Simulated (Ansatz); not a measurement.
AlN: energy along a strain

AlN, P6_3mc, a = 3.130 Å, c = 5.018 Å. Ansatz: PBE, PAW, 420 eV, Γ-centred 12×12×6 mesh on 4 atoms, Gaussian smearing 0.05 eV; no spin polarisation. Cell vectors (Å): 3.130 0.000 0.000; -1.565 2.711 0.000; 0.000 0.000 5.018. The cell is strained by x per cent times the pattern (1 -1 0 0 0 0) in the order xx yy zz yz xz xy (engineering shears), with fractional coordinates held. y is the free energy over the start, V0 = 10.645 Å³/atom.

| x (%) | y (meV/atom) |
| --- | --- |
| -6.00 | 82.51 |
| -4.50 | 46.13 |
| -3.00 | 20.42 |
| -1.50 | 5.09 |
| 0.00 | 0.00 |
| 1.50 | 5.06 |
| 3.00 | 20.23 |
| 4.50 | ? |
| 5.25 | 62.00 |
| 6.00 | 81.05 |

**Question.** Fit y = c2 x² + c3 x³ to the other rows, get the stiffness along the pattern, and predict the missing energy.

**Answer.** Least squares on the rows shown. y = 2.2693 x² − 0.0033528 x³. The clamped-ion stiffness p·C·p = 2 × 22.69 eV × 160.2 / 10.645 Å³ = 683 GPa. At x = 4.50 the fit asked for gives 45.65 meV/atom. The run gave 45.52 meV/atom, so the fit is 0.13 meV/atom too high, within twice the rms miss on the fitted rows (0.08 meV/atom).

Cost: 10 runs of about 1.5 core-minutes in all, on Arm Neoverse V1 (shared hosts).